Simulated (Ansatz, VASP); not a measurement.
## Au (linear Au chain): VASP beside Ansatz

One calculation is typed for both programs; each brings its own data sets. How far apart do they land? The structure shown is the end of the Ansatz relaxation below.

Method: plane waves, with VASP 6.6.1 beside it; single point at PBE, in Ansatz 0.2.0.

## 1. The structure

The cell holds 1 atom: 1 Au. Its edges and angles: a = 7.500 Å, b = 7.500 Å, c = 2.581 Å, α = 90.0°, β = 90.0°, γ = 90.0°. Vacuum lies along a and b. The structure's axis is c.

## 2. Ansatz: relaxation, PBE

Ansatz runs on its default PAW (the set named soft_2) files.

This run makes the geometry at which the two programs are then compared.

File input.yaml:

```yaml
crystal:
  lattice:
    - [7.5, 0.0, 0.0]
    - [0.0, 7.5, 0.0]
    - [0.0, 0.0, 2.5296]
  atoms:
    - { symbol: Au, position: [0.5, 0.5, 0.0], spin: 0.5 }
magnetization:
  spin_polarized: true
kpoints:
  mp_grid: { grid: [1, 1, 32] }
scf:
  occupations: { method: fermi_dirac, width: 0.05 }
hamiltonian:
  xc: pbe
relax:
  cell: { fix: [a, b, alpha, beta, gamma] }
  max_steps: 60
```

Started as:

```console
ansatz run input.yaml --threads 4 --pin off --max-ram 8192MiB --backend cpu --events-out ev --progress --plain --runs-dir out
```

Numbers of over 12 decimals in the logs are rounded to 6 here.

The log of the run:

```text
Engine: ansatz 0.2.0, aarch64-unknown-linux-gnu
Pseudopotentials: kind: paw
Pseudopotential: Au, paw, valence charge 19, recommended cutoff 420 eV (normal), Au.paw.azcp
Functional definition: PBE
  parameter kappa = 0.804
  parameter beta = 0.066725
  exchange = pbe_x(kappa = kappa, mu = beta*pi^2/3)
  correlation = pbe_c(beta = beta)
Crystal: 1 atoms, lattice volume = 142.290 Å³
Basis set: ecut = 420 eV, 2777 PW (Γ), exchange–correlation on 108×108×36 points (8 copies of the dense FFT grid, shifted against one another)
Bands: 14, of which v1, the nominal top of the filled ones, is band 10 counted from 1 (9 counted from 0)
Symmetry: 16 space group operations
Space group: P4/mmm (ITA 123), of the structure as read, at distance tolerance 5.2e-5 Å
Magnetic group: BNS 123.339 (UNI 999), of the structure as read, at distance tolerance 5.2e-5 Å
k-points: 17 of 32
Non-local potential: Au, projectors of the file, l = 0: 3, l = 1: 2, l = 2: 2, l = 3: 1
PAW form: soft (Blöchl's): semilocal exchange-correlation on the pseudo side does not see the compensation charge
PAW one-centre angular grid: Au, 590 points (default); XC on 64 Gauss nodes
Initial density: superposition of atomic densities (neutral atoms: chi_scale 0, normalization atom)
Starting moments: Σ|m| = 0.5 μB on 1 of 1 site
Initial wavefunctions: pseudopotential atomic-orbital guess
Functional: x = pbe(κ = 0.804, μ = 0.219515), c = pbe(β = 0.066725)
SCF iter   1: F=—  HF=-13147.974112 eV  |F-HF|=—  |Δ(HF+E_count)|=         —  Δρ=1.48e-2 (↑1.48e-2 ↓8.92e-3)  dr2=6.57e-1  dr2_m=5.57e-2  M=0.253 μB ∫|m|=0.256 μB  β_m=0.30  ethr=3.10e-3  ⟨swp⟩=5.5  Hψ=2482  notcnv=0
preconditioner: auto → LDOS  [metal: Δε(μ)=0.095 eV  Ē_g=7.935 eV  σ=0.050 eV  W_gap=0.42  n_scr=20 (ndim 8)  ℏωp=10.3 eV  f_vac=0.721  D(μ)=1.52/eV (n_scr^D=8)]
spin=Collinear: LDOS preconditioning applied to the charge; magnetization (m = ρ↑ − ρ↓) channel mixes plain (no charge-response kernel on spin).
SCF iter   2: F=—  HF=-13147.871951 eV  |F-HF|=—  |Δ(HF+E_count)|=   1.02e-1  Δρ=9.29e-3 (↑9.29e-3 ↓5.54e-3)  dr2=1.89e-1  dr2_m=3.66e-2  M=0.183 μB ∫|m|=0.198 μB  β_m=0.30  ethr=3.10e-3  ⟨swp⟩=2.0  Hψ=862  notcnv=0  defer=10
preconditioner: auto → Resta (q_TF=auto, 1.951 Å⁻¹)  ε∞=2.6  [insulator: Δε(μ)=0.150 eV  Ē_g=8.141 eV  σ=0.050 eV  W_gap=0.63  n_scr=20 (ndim 8)  ℏωp=10.3 eV  f_vac=0.725  D(μ)=1.09/eV (n_scr^D=4)  ε∞_Penn≈2.6  vacuum switching on, ρ_ref=4.8e-3 e/Å³]
spin=Collinear: Resta preconditioning applied to the charge; magnetization (m = ρ↑ − ρ↓) channel mixes plain (no charge-response kernel on spin).
SCF iter   3: F=—  HF=-13147.831821 eV  |F-HF|=—  |Δ(HF+E_count)|=   4.01e-2  Δρ=5.22e-3 (↑4.21e-3 ↓5.22e-3)  dr2=7.69e-3  dr2_m=2.58e-2  M=0.155 μB ∫|m|=0.157 μB  β_m=0.30  ethr=9.96e-4  ⟨swp⟩=2.1  Hψ=800  notcnv=0  defer=10
SCF iter   4: F=—  HF=-13147.842775 eV  |F-HF|=—  |Δ(HF+E_count)|=   1.10e-2  Δρ=3.61e-3 (↑3.61e-3 ↓3.07e-3)  dr2=6.53e-4  dr2_m=1.44e-2  M=0.144 μB ∫|m|=0.145 μB  β_m=0.30  ethr=4.05e-5  ⟨swp⟩=2.0  Hψ=1083  notcnv=0  defer=10
SCF iter   5: F=—  HF=-13147.844263 eV  |F-HF|=—  |Δ(HF+E_count)|=   1.49e-3  Δρ=2.66e-3 (↑2.55e-3 ↓2.66e-3)  dr2=2.42e-4  dr2_m=8.73e-3  M=0.131 μB ∫|m|=0.132 μB  β_m=0.30  ethr=3.44e-6  ⟨swp⟩=2.6  Hψ=842  notcnv=0  defer=10
SCF iter   6: F=—  HF=-13147.845449 eV  |F-HF|=—  |Δ(HF+E_count)|=   1.19e-3  Δρ=2.04e-3 (↑2.04e-3 ↓1.79e-3)  dr2=1.77e-4  dr2_m=4.78e-3  M=0.126 μB ∫|m|=0.126 μB  β_m=0.30  ethr=1.27e-6  ⟨swp⟩=2.1  Hψ=797  notcnv=0  defer=10
SCF iter   7: F=—  HF=-13147.846045 eV  |F-HF|=—  |Δ(HF+E_count)|=   5.96e-4  Δρ=1.64e-3 (↑1.48e-3 ↓1.64e-3)  dr2=7.27e-5  dr2_m=3.16e-3  M=0.114 μB ∫|m|=0.115 μB  β_m=0.30  ethr=9.31e-7  ⟨swp⟩=2.0  Hψ=657  notcnv=0  defer=10
Mixer restart at iter 7: flushing history
spin-set hold released at iteration 7 (site moments contracting): the magnetisation degrees of freedom join the quasi-Newton model from the next iteration; the mixer history was flushed
SCF iter   8: F=—  HF=-13147.846448 eV  |F-HF|=—  |Δ(HF+E_count)|=   4.03e-4  Δρ=1.26e-3 (↑1.19e-3 ↓1.26e-3)  dr2=1.75e-5  dr2_m=1.94e-3  M=0.108 μB ∫|m|=0.108 μB  β_m=0.63  ethr=3.82e-7  ⟨swp⟩=1.5  Hψ=560  notcnv=0  defer=10
SCF iter   9: F=—  HF=-13147.847312 eV  |F-HF|=—  |Δ(HF+E_count)|=   8.64e-4  Δρ=5.13e-4 (↑2.62e-4 ↓5.13e-4)  dr2=1.32e-4  dr2_m=1.88e-4  M=0.074 μB ∫|m|=0.074 μB  β_m=0.64  ethr=9.23e-8  ⟨swp⟩=2.6  Hψ=965  notcnv=0  defer=10
[...]
Crystal: 1 atoms, lattice volume = 145.202 Å³
Basis set: ecut = 420 eV, 2857 PW (Γ), exchange–correlation on 108×108×36 points (8 copies of the dense FFT grid, shifted against one another)
[...]
preconditioner: auto → LDOS  [metal: Δε(μ)=0.111 eV  Ē_g=8.287 eV  σ=0.050 eV  W_gap=0.50  n_scr=20 (ndim 8)  ℏωp=10.2 eV  f_vac=0.725  D(μ)=1.78/eV (n_scr^D=8)]
spin=Collinear: LDOS preconditioning applied to the charge; magnetization (m = ρ↑ − ρ↓) channel mixes plain (no charge-response kernel on spin).
[...]
the starting moments were not kept: the SCF closed with an absolute magnetisation of 1.7e-6 μB, where they sum to 0.5 μB in size (1 site). That is at most 0.1 of that sum. Measured as dr2_m measures the in/out step, that magnetisation stands 1.9e-12 eV from none, at or under the dr2_threshold of 6.5e-8 eV: it is no larger than a step whose dr2_m would equal this threshold.
SCF 3 converged in 7 iterations: F = -13147.858037 eV  dr2 = 9.17e-10
relax step   3: F+E_penalty+E_count = -13147.85803720 eV  Δ(F+E_penalty+E_count) = -1.914e-4 eV  max|allowed force component| = 0.000e0 eV/Å  Δτ_max = 0.0000 Å  P = -0.053 GPa  Ω = 145.202 Å³  energy of the carried Pulay correction = -1.896e-4 eV  fix = [a, b, alpha, beta, gamma]  reactions: a -0.088, b -0.088 GPa  (7 SCF iters, dr2 threshold 6.49e-8 eV, accepted)
Initial wavefunctions: pseudopotential atomic-orbital guess (no wavefunctions were taken with the density)
[...]
preconditioner: auto → LDOS  [metal: Δε(μ)=0.105 eV  Ē_g=8.262 eV  σ=0.050 eV  W_gap=0.48  n_scr=20 (ndim 8)  ℏωp=10.2 eV  f_vac=0.725  D(μ)=1.82/eV (n_scr^D=8)]
spin=Collinear: LDOS preconditioning applied to the charge; magnetization (m = ρ↑ − ρ↓) channel mixes plain (no charge-response kernel on spin).
SCF iter   2: F=—  HF=-13147.857679 eV  |F-HF|=—  |Δ(HF+E_count)|=   3.94e-4  Δρ=3.08e-5 (↑3.08e-5 ↓3.07e-5)  dr2=2.29e-7  dr2_m=1.29e-12  M=-0.000 μB ∫|m|=0.000 μB  β_m=0.52  ethr=3.58e-9  ⟨swp⟩=2.1  Hψ=662  notcnv=0
SCF iter   3: F=—  HF=-13147.858133 eV  |F-HF|=—  |Δ(HF+E_count)|=   4.54e-4  Δρ=7.44e-6 (↑7.44e-6 ↓7.43e-6)  dr2=6.57e-8  dr2_m=2.33e-13  M=-0.000 μB ∫|m|=0.000 μB  β_m=0.76  ethr=1.20e-9  ⟨swp⟩=3.1  Hψ=932  notcnv=0
SCF iter   4: F=—  HF=-13147.858183 eV  |F-HF|=—  |Δ(HF+E_count)|=   5.04e-5  Δρ=1.88e-6 (↑1.88e-6 ↓1.87e-6)  dr2=9.13e-9  dr2_m=9.18e-14  M=-0.000 μB ∫|m|=0.000 μB  β_m=0.79  ethr=3.46e-10  ⟨swp⟩=2.9  Hψ=904  notcnv=0
SCF iter   5: F=—  HF=-13147.858192 eV  |F-HF|=—  |Δ(HF+E_count)|=   9.24e-6  Δρ=3.62e-7 (↑3.54e-7 ↓3.62e-7)  dr2=1.30e-9  dr2_m=5.32e-14  M=-0.000 μB ∫|m|=0.000 μB  β_m=0.89  ethr=4.81e-11  ⟨swp⟩=2.6  Hψ=684  notcnv=0
SCF iter   6: F=—  HF=-13147.858192 eV  |F-HF|=—  |Δ(HF+E_count)|=   1.24e-7  Δρ=7.17e-8 (↑7.17e-8 ↓7.16e-8)  dr2=2.64e-11  dr2_m=2.76e-14  M=-0.000 μB ∫|m|=0.000 μB  β_m=0.89  ethr=6.82e-12  ⟨swp⟩=2.5  Hψ=654  notcnv=0
SCF iter   7: F=—  HF=-13147.858206 eV  |F-HF|=—  |Δ(HF+E_count)|=   1.36e-5  Δρ=3.11e-7 (↑3.06e-7 ↓3.11e-7)  dr2=1.95e-9  dr2_m=1.53e-14  M=-0.000 μB ∫|m|=0.000 μB  β_m=0.89  ethr=1.00e-12  ⟨swp⟩=8.5  Hψ=2294  notcnv=0
SCF iter   8: F=—  HF=-13147.858206 eV  |F-HF|=—  |Δ(HF+E_count)|=  2.36e-10  Δρ=3.15e-7 (↑3.10e-7 ↓3.15e-7)  dr2=2.01e-9  dr2_m=1.33e-14  M=-0.000 μB ∫|m|=0.000 μB  β_m=0.68  ethr=1.00e-12  ⟨swp⟩=1.3  Hψ=486  notcnv=0
SCF iter   9: F=—  HF=-13147.858206 eV  |F-HF|=—  |Δ(HF+E_count)|=   1.84e-9  Δρ=4.00e-7 (↑3.95e-7 ↓4.00e-7)  dr2=3.29e-9  dr2_m=9.87e-15  M=-0.000 μB ∫|m|=0.000 μB  β_m=0.47  ethr=1.00e-12  ⟨swp⟩=2.0  Hψ=584  notcnv=0
SCF iter  10: F=—  HF=-13147.858206 eV  |F-HF|=—  |Δ(HF+E_count)|=   3.75e-9  Δρ=1.72e-7 (↑1.65e-7 ↓1.72e-7)  dr2=5.90e-10  dr2_m=2.25e-14  M=-0.000 μB ∫|m|=0.000 μB  β_m=0.46  ethr=1.00e-12  ⟨swp⟩=2.1  Hψ=670  notcnv=0
SCF iter  11: F=-13147.858206 eV  HF=-13147.858206 eV  |F-HF|=9.09e-12  |Δ(HF+E_count)|=   1.27e-9  Δρ=1.51e-8 (↑1.51e-8 ↓1.09e-8)  dr2=7.90e-13  dr2_m=2.60e-14  M=-0.000 μB ∫|m|=0.000 μB  ethr=1.00e-12  ⟨swp⟩=4.2  Hψ=2098  notcnv=0
the starting moments were not kept: the SCF closed with an absolute magnetisation of 5.8e-7 μB, where they sum to 0.5 μB in size (1 site). That is at most 0.1 of that sum. Measured as dr2_m measures the in/out step, that magnetisation stands 2.2e-13 eV from none, at or under the dr2_threshold of 1.0e-11 eV: it is no larger than a step whose dr2_m would equal this threshold.
SCF 4 converged in 11 iterations: F = -13147.858206 eV  dr2 = 7.90e-13
relax step   4: F+E_penalty+E_count = -13147.85820603 eV  Δ(F+E_penalty+E_count) = -1.688e-4 eV  max|allowed force component| = 0.000e0 eV/Å  Δτ_max = 0.0000 Å  P = -0.054 GPa  Ω = 145.202 Å³  fix = [a, b, alpha, beta, gamma]  reactions: a -0.089, b -0.089 GPa  stress off target by 1.48e-2 GPa on what of the cell is left free  SCF on the basis re-selected at this cell (its energy is not comparable with the rows above)  (11 SCF iters)
basis re-selected at this cell: Δ(F+E_penalty+E_count) = -1.688e-4 eV, ΔP = -0.001 GPa vs the last step (what re-selecting the basis moved, of the pressure what is left beyond the Pulay correction that the steps carried, after the strain that the cell walked since its last selection, with what the two solves' SCF thresholds leave and, on support functions, any second-order correction that the steps lacked; it is no measure of the basis error at this ecutwfc). This SCF's stress stands 1.48e-2 GPa from its target on what of the cell is left free (relax.cell.stress_tol is 5.00e-2 GPa) and its largest allowed force component is 0.00e0 eV/Å (relax.f_tol is 1.00e-2 eV/Å): [rest of the remark cut]
SCF converged after 11 iterations
Magnetization: -0.0000 μB (9.5000 up, 9.5000 down)
Absolute magnetization: 0.0000 μB (∫|ρ↑−ρ↓|, with the PAW one-centre terms)
Spin contamination: 0.0000 ħ² per cell (⟨S²⟩ above its minimum at these occupations)
Per-site moments (μB) at R_I (Å): [(-5.342034957969225e-7, 1.064812)]
Free energy (F): -13147.858206 eV
Harris-Foulkes:  -13147.858206 eV  (|F-HF|=9.09e-12)
Internal energy: -13147.843030 eV  (E = F + TS)
E sigma→0 (E₀):  -13147.850618 eV
Entropy (-TS):   -0.015176 eV (-15.176 meV/atom)
Fermi energy:    -3.448506 eV
--- Per-component energies (eV) ---
  E_band       = -614.321973
  E_kinetic    = 605.894812
  E_local      = -5681.251274  (includes V_loc(G=0)·N_el)
  E_nonlocal   = 75.168273
  E_hartree    = 2511.116531
  E_xc         = -226.029105
  E_vxc        = -272.226662  (∫ρ·V_xc dr)
  E_paw        = -9708.031049  (= ΣΔE_a)
  E_vpaw       = -364.141559  (= ΣTr[D̂ρ^β])
  E_aug_tail   = 0.001445  (compensation charges beyond the density's cutoff)
  E_ewald      = -724.712662
  E_smearing   = -0.015176  (= −TS)
  E_closure    = 0.000000  (closes the sum)
  Σ components = -13147.858206   (vs F -13147.858206, Δ=0.00e0)
--- Forces (eV/Å), atoms counted from 1 ---
  atom   1  Au     0.00000000     0.00000000     0.00000000
  max |Σ_I F_I| component: 2.27e-28 eV/Å
--- Stress (GPa, compression-positive) ---
       -0.088906       0.000000       0.000000
        0.000000      -0.088906       0.000000
        0.000000       0.000000       0.014783
  P = ⅓ Tr σ = -0.0543 GPa (-0.543 kbar)
--- Relaxed structure (3 steps of the walk, 3 accepted, 1 SCFs on fresh bases) ---
  F+E_penalty+E_count = -13147.85820603 eV   max|allowed force component| = 0.000e0 eV/Å   (the final SCF, on the basis selected at the relaxed cell)
  cell:  # Å, volume = 145.2016 Å³
    - [7.5, 0.0, 0.0]
    - [0.0, 7.5, 0.0]
    - [0.0, 0.0, 2.581361]
  atoms:
    - { symbol: Au, position: [0.5, 0.5, 0.0] }
```

The column dr2 measures how far the density is from self-consistency, as an energy; F and HF (Harris–Foulkes) agree once it is small.

## 3. VASP: single point, PBE

The same cell, functional, mesh and smearing now go to VASP, with its own data sets.

Lines of VASP's logs that name or quote its potential files are left out, and so is its time.

File INCAR:

```
SYSTEM = Au
PREC = Accurate
ENCUT = 500
EDIFF = 1E-06
NELM = 200
ISMEAR = -1
SIGMA = 0.05
LREAL = .FALSE.
ALGO = Normal
GGA = PE
NBANDS = 12
ISPIN = 2
MAGMOM = -0
LASPH = .TRUE.
LMAXMIX = 4
LORBIT = 11
LWAVE = .FALSE.
LCHARG = .FALSE.
ISIF = 2
GGA_COMPAT = .FALSE.
```

File POSCAR:

```
Au
1.0
    7.5000000000      0.0000000000      0.0000000000
    0.0000000000      7.5000000000      0.0000000000
    0.0000000000      0.0000000000      2.5813612849
Au
1
Direct
    0.5000000000      0.5000000000      0.0000000000
```

File KPOINTS:

```
Automatic mesh
0
Gamma
1 1 32
0 0 0
```

Potentials, in the order of the species: Au (PBE family, release 64).

Started as:

```console
mpirun -np 1 vasp_std
```

The log of the run:

```text
[banner, memory and clock lines left out]
running    1 mpi-ranks, on    1 nodes
 distrk:  each k-point on    1 cores,    1 groups
 distr:  one band on    1 cores,    1 groups

 POSCAR found type information on POSCAR Au
 POSCAR found :  1 types and       1 ions
 LDA part: xc-table for (Slater+PW92), standard interpolation
 POSCAR, INCAR and KPOINTS ok, starting setup
 FFT: planning ... GRIDC
 FFT: planning ... GRID_SOFT
 FFT: planning ... GRID
 WAVECAR not read
 entering main loop
       N       E                     dE             d eps       ncg     rms          rms(c)
DAV:   1     0.589786615770E+02    0.58979E+02   -0.34504E+03   816   0.600E+02
DAV:   2     0.100520981729E+01   -0.57973E+02   -0.49977E+02  1164   0.113E+02
DAV:   3    -0.187490464027E+01   -0.28801E+01   -0.28083E+01   900   0.289E+01
DAV:   4    -0.189187123123E+01   -0.16967E-01   -0.16939E-01  1016   0.257E+00
DAV:   5    -0.189214536074E+01   -0.27413E-03   -0.27412E-03   908   0.354E-01    0.403E+00
DAV:   6    -0.176367028379E+01    0.12848E+00   -0.61880E-01   888   0.504E+00    0.323E+00
DAV:   7    -0.176046808119E+01    0.32022E-02   -0.12336E-02   880   0.856E-01    0.189E+00
DAV:   8    -0.175966668192E+01    0.80140E-03   -0.28614E-03   848   0.321E-01    0.765E-02
DAV:   9    -0.175970355094E+01   -0.36869E-04   -0.93277E-05   888   0.496E-02    0.250E-02
DAV:  10    -0.175974597915E+01   -0.42428E-04   -0.26002E-05   840   0.280E-02    0.479E-03
DAV:  11    -0.175978204971E+01   -0.36071E-04   -0.32348E-06   828   0.699E-03    0.281E-03
DAV:  12    -0.175980969068E+01   -0.27641E-04   -0.30646E-06   832   0.552E-03    0.148E-03
DAV:  13    -0.175982830488E+01   -0.18614E-04   -0.28841E-06   820   0.400E-03    0.111E-03
DAV:  14    -0.175983406998E+01   -0.57651E-05   -0.12249E-06   840   0.285E-03    0.394E-04
DAV:  15    -0.175983409438E+01   -0.24406E-07   -0.13424E-08   736   0.104E-03
   1 F= -.17598341E+01 E0= -.17523679E+01  d E =-.149324E-01  mag=     0.0000
```

(Part 1 of 2 ends here.)

[Lines on the potential files, build, host, timing and source positions are cut from VASP's logs without a mark.]

[Logs are printed without paths, hosts, clocks, repeated set-up lines and the standing remarks that a program may print on its own settings, such as how far it seeks lower states.]

[Hosts, paths, dates, database ids (printed as entryN), source tags and the programs' standing remarks are cut or masked in the printed files.]
